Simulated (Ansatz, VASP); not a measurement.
BeTe3: VASP beside Ansatz

File INCAR:

```
PREC = Accurate ; ENCUT = 520
EDIFF = 1E-6 ; ISMEAR = 0
SIGMA = 0.1 ; LREAL = False
LASPH = True ; NELM = 100
ALGO = Normal ; ISIF = 2
LWAVE = False ; LCHARG = False
GGA = PE ; NBANDS = 18
```

File KPOINTS:

```
regular mesh
0
Gamma
  4 4 4
```

The input POSCAR:

```
BeTe3
1.0
    4.6992115800      0.0000000000      0.0000000000
    0.0000000000      4.6992115800      0.0000000000
    0.0000000000      0.0000000000      4.6992115800
Be Te
1 3
Direct
    0.0000000000      0.0000000000      0.0000000000
    0.5000000000      0.0000000000      0.5000000000
    0.0000000000      0.5000000000      0.5000000000
    0.5000000000      0.5000000000      0.0000000000
```

Input for Ansatz:

```yaml
crystal:
  lattice:
    - [4.69921158, 0.0, 0.0]
    - [0.0, 4.69921158, 0.0]
    - [0.0, 0.0, 4.69921158]
  atoms:
    - { symbol: Be, position: [0.0, 0.0, 0.0] }
    - { symbol: Te, position: [0.5, 0.0, 0.5] }
    - { symbol: Te, position: [0.0, 0.5, 0.5] }
    - { symbol: Te, position: [0.5, 0.5, 0.0] }
basis:
  ecutwfc: 420
kpoints:
  mp_grid: { grid: [4, 4, 4] }
hamiltonian:
  xc: pbe
scf:
  occupations: { method: gaussian, width: 0.1 }
  lower_state_search: "off"
output:
  forces: true
  stress: true
  eigenvalues: true
```

Change from the starting cell: species swapped into the GdSn3 type (Pm-3m, No. 221).

Alike in both runs: task single point; functional PBE; k mesh 4 × 4 × 4; occupations gaussian, width 0.1 eV; no spin polarisation.

|  | VASP | Ansatz |
| --- | --- | --- |
| version | VASP 6.6.1 | Ansatz 0.2.0 |
| potentials or method | VASP PAW PBE potentials, release 64 (Be, Te) | scalar-relativistic, plane waves, PAW |
| plane-wave cutoff (eV) | 520 | 420 |
| valence electrons in the cell | 20 | 50 |

|  | VASP | Ansatz | Ansatz less VASP |
| --- | --- | --- | --- |
| gap on the k mesh at the Fermi level (eV) | none | none | - |
| pressure (GPa) | -1.6 | -1.5 | +0.06 |

A gap of «none» marks a metal or a gap that the smearing closes. The two sets of potentials don't hold the same shells in valence.

Spin-orbit coupling is left out, which matters for the levels of Te.
